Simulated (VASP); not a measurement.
# Pt in VASP: settings compared

Aim: see how the results for Pt move with the level of theory and the settings. Levels: PBE, r2SCAN. Tasks: single point.

Program: VASP 6.6.1. These are calculated values, not measurements. Logs are shortened: lines on timing, memory, paths and dates and some standing lists are left out, and cuts for length are marked.

## Step 1: The slab as given

The cell holds a slab with vacuum, 6 atoms: a = 2.772 Å, b = 2.772 Å, c = 24.800 Å, α = 90.00°, β = 90.00°, γ = 90.00°.

The cell was built by a generator and needn't be a form met in nature.

## Step 2: Single point, PBE

INCAR reads:

```
SYSTEM = Pt
PREC     = Accurate       ! precision mode
ENCUT    = 520            ! plane-wave cutoff, eV
EDIFF    = 1E-7           ! SCF threshold, eV
ISMEAR   = 0              ! smearing method
SIGMA    = 0.05           ! smearing width, eV
LREAL    = .FALSE.        ! projectors in reciprocal space
LASPH    = .TRUE.         ! aspherical terms in the spheres
NELM     = 100            ! most SCF steps
ALGO     = Fast           ! electronic algorithm
ISIF     = 2              ! what is computed and relaxed
LWAVE    = .FALSE.        ! write WAVECAR
LCHARG   = .FALSE.        ! write CHGCAR
LDIPOL   = .TRUE.       
IDIPOL   = 3            
DIPOL    = 0.5 0.5 0.500
GGA      = PE             ! functional
NBANDS   = 39             ! bands
```

KPOINTS reads:

```
regular mesh
0
G
  14 14 1
  0 0 0
```

POSCAR reads:

```
Pt
1.0
    2.7718585823      0.0000000000      0.0000000000
    0.0000000000      2.7718585823      0.0000000000
    0.0000000000      0.0000000000     24.8000000000
Pt
6
Direct
    0.0000000000      0.0000000000      0.3024193548
    0.5000000000      0.5000000000      0.3814516129
    0.0000000000      0.0000000000      0.4604838710
    0.5000000000      0.5000000000      0.5395161290
    0.0000000000      0.0000000000      0.6185483871
    0.5000000000      0.5000000000      0.6975806452
```

Potentials or basis: VASP PAW PBE potentials, release 64 (Pt).

On the command line:

```console
$ cat potpaw_PBE.64/Pt/POTCAR > POTCAR
$ mpirun -np 1 vasp_std > vasp.out
```

OUTCAR:

```text
SYSTEM = Pt
   PREC = Accurate
   ENCUT = 520
   EDIFF = 1E-7
   ISMEAR = 0
   LREAL = .FALSE.
   LASPH = .TRUE.
   NELM = 100
   ISIF = 2
   GGA = PE

 ion  position               nearest neighbor table
   1  0.000  0.000  0.302-   2 2.77   2 2.77   2 2.77   2 2.77
   2  0.500  0.500  0.381-   1 2.77   3 2.77   1 2.77   3 2.77   1 2.77   3 2.77   1 2.77   3 2.77

   3  0.000  0.000  0.460-   4 2.77   4 2.77   4 2.77   4 2.77   2 2.77   2 2.77   2 2.77   2 2.77

   4  0.500  0.500  0.540-   3 2.77   3 2.77   3 2.77   3 2.77   5 2.77   5 2.77   5 2.77   5 2.77

   5  0.000  0.000  0.619-   4 2.77   6 2.77   4 2.77   6 2.77   4 2.77   6 2.77   4 2.77   6 2.77

   6  0.500  0.500  0.698-   5 2.77   5 2.77   5 2.77   5 2.77

  LATTYP: Found a simple tetragonal cell.
 ALAT       =     2.7718585823
 C/A-ratio  =     8.9470653944

  Lattice vectors:

 A1 = (   2.7718585823,   0.0000000000,   0.0000000000)
 A2 = (   0.0000000000,   2.7718585823,   0.0000000000)
 A3 = (   0.0000000000,   0.0000000000,  24.8000000000)

Analysis of symmetry for initial positions (statically):
=====================================================================
 Subroutine PRICEL returns:
 Original cell was already a primitive cell.

 Routine SETGRP: Setting up the symmetry group for a
 simple tetragonal supercell.

 Subroutine GETGRP returns: Found 16 space group operations
 (whereof  8 operations were pure point group operations)
 out of a pool of 16 trial point group operations.

The static configuration has the point symmetry C_4v.
 The point group associated with its full space group is D_4h.

Analysis of symmetry for dynamics (positions and initial velocities):
=====================================================================
 Subroutine PRICEL returns:
 Original cell was already a primitive cell.

 Routine SETGRP: Setting up the symmetry group for a
 simple tetragonal supercell.

 Subroutine GETGRP returns: Found 16 space group operations
 (whereof  8 operations were pure point group operations)
 out of a pool of 16 trial point group operations.

The dynamic configuration has the point symmetry C_4v.
 The point group associated with its full space group is D_4h.

 Subroutine INISYM returns: Found 16 space group operations
 (whereof  8 operations are pure point group operations),
 and found     1 'primitive' translations

----------------------------------------------------------------------------------------

                                     Primitive cell

  volume of cell :     190.5434

  direct lattice vectors                    reciprocal lattice vectors
     2.771858582  0.000000000  0.000000000     0.360768766  0.000000000  0.000000000
     0.000000000  2.771858582  0.000000000     0.000000000  0.360768766  0.000000000
     0.000000000  0.000000000 24.800000000     0.000000000  0.000000000  0.040322581

  length of vectors
     2.771858582  2.771858582 24.800000000     0.360768766  0.360768766  0.040322581

  position of ions in fractional coordinates (direct lattice)
     0.000000000  0.000000000  0.302419355
     0.500000000  0.500000000  0.381451613
     0.000000000  0.000000000  0.460483871
     0.500000000  0.500000000  0.539516129
     0.000000000  0.000000000  0.618548387
     0.500000000  0.500000000  0.697580645

  ion indices of the primitive-cell ions
   primitive index   ion index
                 1           1
                 2           2
                 3           3
                 4           4
                 5           5
                 6           6

----------------------------------------------------------------------------------------

 KPOINTS: regular mesh

Automatic generation of k-mesh.
 Grid dimensions read from file:
 generate k-points for:   14   14    1

 Generating k-lattice:

  Cartesian coordinates                     Fractional coordinates (reciprocal lattice)
     0.025769198  0.000000000  0.000000000     0.071428571  0.000000000  0.000000000
     0.000000000  0.025769198  0.000000000     0.000000000  0.071428571  0.000000000
     0.000000000  0.000000000  0.040322581     0.000000000  0.000000000  1.000000000

  Length of vectors
     0.025769198  0.025769198  0.040322581

  Shift w.r.t. Gamma in fractional coordinates (k-lattice)
     0.000000000  0.000000000  0.000000000

 Subroutine IBZKPT returns following result:
 ===========================================

 Found     36 irreducible k-points:

 Following reciprocal coordinates:
            Coordinates               Weight
  0.000000  0.000000  0.000000      1.000000
  0.071429  0.000000  0.000000      4.000000
  0.142857  0.000000  0.000000      4.000000
  0.214286  0.000000  0.000000      4.000000
  0.285714  0.000000  0.000000      4.000000
  0.357143  0.000000  0.000000      4.000000
[... 16 lines left out ...]
  0.285714  0.214286  0.000000      8.000000
  0.357143  0.214286  0.000000      8.000000
 [... further k-points ...]
   k-points           NKPTS =     36   k-points in BZ     NKDIM =     36   number of bands    NBANDS=     39
   number of dos      NEDOS =    301   number of ions     NIONS =      6
   total plane-waves  NPLWV = 110592
   dimension x,y,z NGX =    24 NGY =   24 NGZ =  192
   dimension x,y,z NGXF=    48 NGYF=   48 NGZF=  384
   ions per type =               6
   NGX,Y,Z   is equivalent  to a cutoff of  14.39, 14.39, 12.87 a.u.
   NGXF,Y,Z  is equivalent  to a cutoff of  28.79, 28.79, 25.74 a.u.
 SYSTEM =  Pt
   PREC   = accura    normal or accurate (medium, high low for compatibility)
   ISTART =      0    job   : 0-new  1-cont  2-samecut
   ICHARG =      2    charge: 1-file 2-atom 10-const
   ISPIN  =      1    spin polarized calculation?
   LNONCOLLINEAR =      F non collinear calculations
   LSORBIT =      F    spin-orbit coupling
   LASPH  =      T    aspherical Exc in radial PAW
   ENCUT  =  520.0 eV  38.22 Ry    6.18 a.u.   5.15  5.15 46.11*2*pi/ulx,y,z
   NELM   =    100;   NELMIN=  2; NELMDL= -5     # of ELM steps
   EDIFF  = 0.1E-06   stopping-criterion for ELM
   LREAL  =      F    real-space projection
   EDIFFG = 0.1E-05   stopping-criterion for IOM
   NSW    =      0    number of steps for IOM
   IBRION =     -1    ionic relax: 0-MD 1-quasi-New 2-CG
   NFREE  =      0    steps in history (QN), initial steepest desc. (CG)
   ISIF   =      2    stress and relaxation
   ISYM   =      2    0-nonsym 1-usesym 2-fastsym
   POTIM  = 0.5000    time-step for ionic-motion
   TEBEG  =    0.0;   TEEND  =   0.0 temperature during run
   PSTRESS=    0.0 pullay stress
   NELECT =      60.0000    total number of electrons
   NUPDOWN=      -1.0000    fix difference up-down
   EMIN   =  10.00;   EMAX   =-10.00  energy-range for DOS
   EFERMI =   0.00;   METHOD = LEGACY
   ISMEAR =     0;   SIGMA  =   0.05  broadening in eV -4-tet -1-fermi 0-gaus
   EFERMI_NEDOS =   21; number of points for ismear=-14 and -15
   IALGO  =     68    algorithm
   IMIX   =      4    mixing-type and parameters
     AMIX     =   0.40;   BMIX     =  1.00
     AMIX_MAG =   1.60;   BMIX_MAG =  1.00
  volume/ion in A,a.u.               =      31.76       214.31
  Fermi-wavevector in a.u.,A,eV,Ry     =   1.113766  2.104713 16.877684  1.240475
  Thomas-Fermi vector in A             =   2.250354
   LORBIT       =      0    0 simple, 1 ext, 2 COOP (PROOUT), +10 PAW based schemes
   GGA     = PE    functional components
   LHFCALC =     F    Hartree Fock is set to
   AEXX    =    0.0000 exact exchange contribution
   IVDW    =     0    specifies the selected vdW correction
   LEPSILON=     F    determine dielectric tensor
   LRPA    =     F    only Hartree local field effects (RPA)
 non-spin polarized calculation
 RMM-DIIS sequential band-by-band and
 Gauss-broadening in eV      SIGMA  =   0.05
  energy-cutoff  :      520.00
  volume of cell :      190.54
 maximum number of plane-waves:      5176
 NGX is ok and might be reduce to    24
   NGX = 11   NGY = 11   NGZ = 93

 dipolmoment           0.000000      0.000000     -0.000000 electrons x Angstroem

 number of electron      59.9999995 magnetization

 dipolmoment           0.000000      0.000000      0.000000 electrons x Angstroem

 Free energy of the ion-electron system (eV)
  ---------------------------------------------------
  ext. energy  EPLUGINS =         0.00000000
  ---------------------------------------------------
  free energy    TOTEN  =       -34.82032783 eV

  energy without entropy =      -34.80711134  energy(sigma->0) =      -34.81371959

 E-fermi :   2.3108     XC(G=0):  -7.1769

 val. band max:        2.3093322439   @ k =   0.3571   0.1429   0.0000
 cond. band min:       2.3148540296   @ k =   0.2143   0.0714   0.0000
 fundamental gap:      0.0055217858
 Fermi energy:         2.3107879974

 k-point     1 :       0.0000    0.0000    0.0000
  band No.  band energies     occupation
      1      -7.5486      2.00000
      2      -6.5368      2.00000
      3      -5.2572      2.00000
      4      -4.6670      2.00000
      5      -4.1541      2.00000
      6      -3.9998      2.00000
[... 31 lines left out ...]
     38       7.8054      0.00000
     39       8.0733      0.00000

 k-point     2 :       0.0714    0.0000    0.0000
  band No.  band energies     occupation
      1      -7.4157      2.00000
      2      -6.4170      2.00000
      3      -5.1521      2.00000
      4      -4.5664      2.00000
      5      -4.0679      2.00000
      6      -3.8983      2.00000
[... 913 lines left out ...]
     38       9.5429      0.00000
     39      10.5903      0.00000

 k-point    24 :       0.3571    0.2143    0.0000
  band No.  band energies     occupation
      1      -4.3330      2.00000
      2      -3.9626      2.00000
      3      -3.6245      2.00000
      4      -3.3747      2.00000
      5      -3.0450      2.00000
      6      -3.0178      2.00000
[... 31 lines left out ...]
     38       8.9694      0.00000
     39      10.1648      0.00000

 [... further k-points ...]

------------------------ aborting loop because EDIFF is reached ----------------------------------------

 vacuum level on the upper side and lower side of the slab       (xc-potential included)        -0.106        -0.106

  FORCE on cell =-STRESS in cart. coord.  units (eV):
  Direction    XX          YY          ZZ          XY          YZ          ZX
  --------------------------------------------------------------------------------------
  -------------------------------------------------------------------------------------
  Total        0.5483610      0.5483610      2.4540000      0.0000000     -0.0000000      0.0000000
  in kB        4.6108751      4.6108751     20.6343753      0.0000000     -0.0000000      0.0000000
  external PRESSURE =       9.9520418 kB  Pullay stress =       0.0000000 kB

 VOLUME and BASIS-vectors are now :
 -----------------------------------------------------------------------------
  energy-cutoff  :      520.00
  volume of cell :      190.54
      direct lattice vectors                 reciprocal lattice vectors
     2.771858582  0.000000000  0.000000000     0.360768766  0.000000000  0.000000000
     0.000000000  2.771858582  0.000000000     0.000000000  0.360768766  0.000000000
     0.000000000  0.000000000 24.800000000     0.000000000  0.000000000  0.040322581

 POSITION                                       TOTAL-FORCE (eV/Angst)
 -----------------------------------------------------------------------------------
      0.00000      0.00000      7.50000        -0.000000      0.000000     -0.075037
      1.38593      1.38593      9.46000        -0.000000     -0.000000     -0.281932
      0.00000      0.00000     11.42000         0.000000     -0.000000     -0.069889
      1.38593      1.38593     13.38000        -0.000000     -0.000000      0.069889
      0.00000      0.00000     15.34000        -0.000000     -0.000000      0.281932
      1.38593      1.38593     17.30000        -0.000000     -0.000000      0.075037
 -----------------------------------------------------------------------------------
    total drift:                                0.000000     -0.000000      0.000000

  FREE ENERGIE OF THE ION-ELECTRON SYSTEM (eV)
  ---------------------------------------------------
  free  energy   TOTEN  =       -34.8203278300 eV

  energy  without entropy=      -34.8071113415  energy(sigma->0) =      -34.81371959

 vacuum level on the upper side and lower side of the slab         7.912         7.912
```

Wall time 4.8 min (1 thread of Intel Xeon 6975P-C (Granite Rapids), shared host); peak memory 0.43 GiB.

What came out:

```yaml
Free_energy: -34.8203 eV
Largest_force: 0.282 eV/Å
Band_gap_on_the_k_mesh: none (metal or under the smearing width)
```

Forces on the atoms (eV/Å):
```
Pt   0.000  0.000 -0.075
Pt   0.000  0.000 -0.282
Pt   0.000  0.000 -0.070
Pt   0.000  0.000  0.070
Pt   0.000  0.000  0.282
Pt   0.000  0.000  0.075
```

Spin-orbit coupling is left out, which matters for the levels of Pt.

## Step 3: Single point, r2SCAN

POSCAR reads:

```
Pt
1.0
    2.7718585823      0.0000000000      0.0000000000
    0.0000000000      2.7718585823      0.0000000000
    0.0000000000      0.0000000000     24.8000000000
Pt
6
Direct
    0.0000000000      0.0000000000      0.2990846091
    0.5000000000      0.5000000000      0.3783605407
    0.0000000000      0.0000000000      0.4593123072
    0.5000000000      0.5000000000      0.5406876927
    0.0000000000      0.0000000000      0.6216394617
    0.5000000000      0.5000000000      0.7009153886
```

INCAR.step1 reads:

```
SYSTEM = Pt
  ALGO = Normal
  DIPOL = 0.5 0.5 0.500
  EDIFF = 1E-4
  ENCUT = 520
  GGA = PE
  IDIPOL = 3
  ISMEAR = 0
  LASPH = .True.
  LCHARG = .False.
  LDIPOL = .True.
  LREAL = .False.
  LWAVE = .True.
  NBANDS = 39
  NELM = 100
  PREC = Accurate
  SIGMA = 0.05
```

INCAR.step2 reads:

```
SYSTEM = Pt
  ALGO = Normal
  DIPOL = 0.5 0.5 0.500
  EDIFF = 1E-6
  ENCUT = 520
  IDIPOL = 3
  ISIF = 2
  ISMEAR = 0
  ISTART = 1
  LASPH = .True.
  LCHARG = .True.
  LDIPOL = .True.
  LELF = .True.
  LMIXTAU = .True.
  LREAL = .False.
  LVACPOTAV = .True.
  LVHAR = .True.
  LWAVE = .False.
  METAGGA = R2SCAN
  NBANDS = 39
  NELM = 100
  PREC = Accurate
  SIGMA = 0.05
```

KPOINTS reads:

```
k-points
0
Gamma
  14 14 1
  0 0 0
```

Potentials or basis: VASP PAW PBE potentials, release 64 (Pt).

On the command line:

```console
$ cat potpaw_PBE.64/Pt/POTCAR > POTCAR
$ cp INCAR.step1 INCAR
$ mpirun -np 1 vasp_std > vasp.out
$ cp INCAR.step2 INCAR
$ mpirun -np 1 vasp_std > vasp.out
```

It took 13 min on 1 thread of Intel Xeon 6975P-C (Granite Rapids), shared host; peak memory 0.47 GiB.

Results (log left out):

```yaml
Free_energy: -307.0443 eV
Largest_force: 0.277 eV/Å
Band_gap_on_the_k_mesh: none (metal or under the smearing width)
Work_function_of_the_upper_face: 5.77 eV
Work_function_of_the_lower_face: 5.77 eV
```

Forces in eV/Å, atoms in the order of the input:
```
Pt   0.000  0.000  0.277
Pt   0.000  0.000 -0.014
Pt   0.000  0.000 -0.017
Pt   0.000  0.000  0.017
Pt   0.000  0.000  0.014
Pt   0.000  0.000 -0.277
```

Levels at points of the mesh, in eV from the Fermi level:
```tsv
k point	band 26	band 27	band 28	band 29	band 30	band 31	band 32	band 33	band 34	band 35
(0.00, 0.00, 0.00)	-1.06	-1.06	-0.77	-0.36	-0.12	-0.12	0.05	0.10	0.38	0.38
(0.50, 0.00, 0.00)	-0.53	-0.39	-0.39	-0.03	-0.03	0.92	0.92	1.88	1.88	2.10
(0.50, 0.50, 0.00)	0.64	0.65	0.65	1.22	1.22	3.11	3.11	5.00	5.00	7.14
```

Caveat: the PAW data sets were made with another functional, which shifts forces and pressure a little.
